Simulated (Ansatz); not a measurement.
Input and steps of a relaxation of cell and atoms on TiO₂ (I4_1/amd) from a database of computed structures (the PAW code Ansatz, PBEsol). The starting cell comes from a relaxation with PBE.

```yaml
crystal:
  lattice:
    - [-1.8996052401, 1.8996052401, 4.8488450591]
    - [1.8996052401, -1.8996052401, 4.8488450591]
    - [1.8996052401, 1.8996052401, -4.8488450591]
  atoms:
    - { symbol: Ti, position: [0.0, 0.0, 0.0] }
    - { symbol: Ti, position: [0.75, 0.25, 0.5] }
    - { symbol: O, position: [0.9564829889, 0.4564829889, 0.5] }
    - { symbol: O, position: [0.2064829889, 0.2064829889, 0.0] }
    - { symbol: O, position: [0.5435170111, 0.0435170111, 0.5] }
    - { symbol: O, position: [0.7935170111, 0.7935170111, 0.0] }
kpoints:
  mp_grid: { grid: [8, 8, 8] }
hamiltonian:
  xc: pbesol
scf:
  occupations: { method: fermi_dirac, width: 0.02 }
relax:
  f_tol: 0.005
  cell: {}
output:
  write_density: true
  write_potential: true
  elf: true
  volumetric_format: npy
```

The trajectory has 8 recorded frames, each with positions in Å and forces in eV/Å. Some frames, the last among them, repeat a geometry solved again on a basis re-selected at its cell; pressure is positive in compression.

Step 1: energy 0.0 meV/atom from step 1, largest force component 0.104 eV/Å, pressure -5.94 GPa
```xyz
6
Lattice="-1.8996 1.8996 4.8488 1.8996 -1.8996 4.8488 1.8996 1.8996 -4.8488" Properties=species:S:1:pos:R:3:forces:R:3 pbc="T T T"
Ti    0.0000    0.0000    0.0000    0.0000    0.0000    0.0000
Ti    0.0000    1.8996    2.4244    0.0000    0.0000    0.0000
O     0.0000    1.8996    4.4268    0.0000    0.0000   -0.1043
O     0.0000    0.0000    2.0024    0.0000    0.0000   -0.1043
O     0.0000    1.8996    0.4220    0.0000    0.0000    0.1043
O     0.0000    0.0000    7.6953    0.0000    0.0000    0.1043
```

Step 2: energy -6.7 meV/atom from step 1, largest force component 0.022 eV/Å, pressure -1.73 GPa
```xyz
6
Lattice="-1.8882 1.8882 4.8071 1.8882 -1.8882 4.8071 1.8882 1.8882 -4.8071" Properties=species:S:1:pos:R:3:forces:R:3 pbc="T T T"
Ti    0.0000    0.0000    0.0000    0.0000    0.0000    0.0000
Ti    0.0000    1.8882    2.4035    0.0000    0.0000    0.0000
O     0.0000    1.8882    4.3926    0.0000    0.0000   -0.0217
O     0.0000    0.0000    1.9891    0.0000    0.0000   -0.0217
O     0.0000    1.8882    0.4144    0.0000    0.0000    0.0217
O     0.0000    0.0000    7.6250    0.0000    0.0000    0.0217
```

Step 3: energy -7.7 meV/atom from step 1, largest force component 0.007 eV/Å, pressure +0.09 GPa
```xyz
6
Lattice="-1.8839 1.8839 4.7871 1.8839 -1.8839 4.7871 1.8839 1.8839 -4.7871" Properties=species:S:1:pos:R:3:forces:R:3 pbc="T T T"
Ti    0.0000    0.0000    0.0000    0.0000    0.0000    0.0000
Ti    0.0000    1.8839    2.3935    0.0000    0.0000    0.0000
O     0.0000    1.8839    4.3772    0.0000    0.0000    0.0073
O     0.0000    0.0000    1.9836    0.0000    0.0000    0.0073
O     0.0000    1.8839    0.4099    0.0000    0.0000   -0.0073
O     0.0000    0.0000    7.5906    0.0000    0.0000   -0.0073
```

Step 4: energy -7.7 meV/atom from step 1, largest force component 0.003 eV/Å, pressure +0.02 GPa
```xyz
6
Lattice="-1.8843 1.8843 4.7859 1.8843 -1.8843 4.7859 1.8843 1.8843 -4.7859" Properties=species:S:1:pos:R:3:forces:R:3 pbc="T T T"
Ti    0.0000    0.0000    0.0000    0.0000    0.0000    0.0000
Ti    0.0000    1.8843    2.3929    0.0000    0.0000    0.0000
O     0.0000    1.8843    4.3767    0.0000    0.0000    0.0027
O     0.0000    0.0000    1.9838    0.0000    0.0000    0.0027
O     0.0000    1.8843    0.4092    0.0000    0.0000   -0.0027
O     0.0000    0.0000    7.5880    0.0000    0.0000   -0.0027
```

Step 5: energy -6.4 meV/atom from step 1, largest force component 0.002 eV/Å, pressure -0.20 GPa
```xyz
6
Lattice="-1.8843 1.8843 4.7859 1.8843 -1.8843 4.7859 1.8843 1.8843 -4.7859" Properties=species:S:1:pos:R:3:forces:R:3 pbc="T T T"
Ti    0.0000    0.0000    0.0000    0.0000    0.0000    0.0000
Ti    0.0000    1.8843    2.3929    0.0000    0.0000    0.0000
O     0.0000    1.8843    4.3767    0.0000    0.0000    0.0022
O     0.0000    0.0000    1.9838    0.0000    0.0000    0.0022
O     0.0000    1.8843    0.4092    0.0000    0.0000   -0.0022
O     0.0000    0.0000    7.5880    0.0000    0.0000   -0.0022
```

Step 6: energy -6.5 meV/atom from step 1, largest force component 0.002 eV/Å, pressure -0.01 GPa
```xyz
6
Lattice="-1.8841 1.8841 4.7814 1.8841 -1.8841 4.7814 1.8841 1.8841 -4.7814" Properties=species:S:1:pos:R:3:forces:R:3 pbc="T T T"
Ti    0.0000    0.0000    0.0000    0.0000    0.0000    0.0000
Ti    0.0000    1.8841    2.3907    0.0000    0.0000    0.0000
O     0.0000    1.8841    4.3740    0.0000    0.0000   -0.0024
O     0.0000    0.0000    1.9833    0.0000    0.0000   -0.0024
O     0.0000    1.8841    0.4074    0.0000    0.0000    0.0024
O     0.0000    0.0000    7.5795    0.0000    0.0000    0.0024
```

Step 7: energy -6.5 meV/atom from step 1, largest force component 0.000 eV/Å, pressure 0.00 GPa
```xyz
6
Lattice="-1.8847 1.8847 4.7774 1.8847 -1.8847 4.7774 1.8847 1.8847 -4.7774" Properties=species:S:1:pos:R:3:forces:R:3 pbc="T T T"
Ti    0.0000    0.0000    0.0000    0.0000    0.0000    0.0000
Ti    0.0000    1.8847    2.3887    0.0000    0.0000    0.0000
O     0.0000    1.8847    4.3712    0.0000    0.0000    0.0002
O     0.0000    0.0000    1.9825    0.0000    0.0000    0.0002
O     0.0000    1.8847    0.4062    0.0000    0.0000   -0.0002
O     0.0000    0.0000    7.5723    0.0000    0.0000   -0.0002
```

Step 8: energy -6.4 meV/atom from step 1, largest force component 0.000 eV/Å, pressure 0.00 GPa
```xyz
6
Lattice="-1.8847 1.8847 4.7774 1.8847 -1.8847 4.7774 1.8847 1.8847 -4.7774" Properties=species:S:1:pos:R:3:forces:R:3 pbc="T T T"
Ti    0.0000    0.0000    0.0000    0.0000    0.0000    0.0000
Ti    0.0000    1.8847    2.3887    0.0000    0.0000    0.0000
O     0.0000    1.8847    4.3712    0.0000    0.0000    0.0002
O     0.0000    0.0000    1.9825    0.0000    0.0000    0.0002
O     0.0000    1.8847    0.4062    0.0000    0.0000   -0.0002
O     0.0000    0.0000    7.5723    0.0000    0.0000   -0.0002
```

The walk took 6 steps, besides SCFs solved again on a fresh basis, and changed the volume by -3.0 %. The last SCF, on a fresh basis, lies 6.4 meV an atom below the first. At the end: the symmetry is I4_1/amd (No. 141, tetragonal); a = 3.769 Å, c = 9.555 Å in the conventional setting, 11.31 Å³ an atom. Around Ti lie 6 O at 1.93–1.98 Å and 4 Ti at 3.04 Å; around O lie 3 Ti at 1.93–1.98 Å.

Command: `ansatz run input.yaml --threads 4 --pin off --max-ram 6451MiB --backend cpu --events-out ev --progress --plain --runs-dir out`. It took 16 s on 4 threads of Arm Neoverse V1, on a shared host, load about 0.2 per core; peak host memory 0.47 GiB.

Calculated for a static, non-magnetic cell.
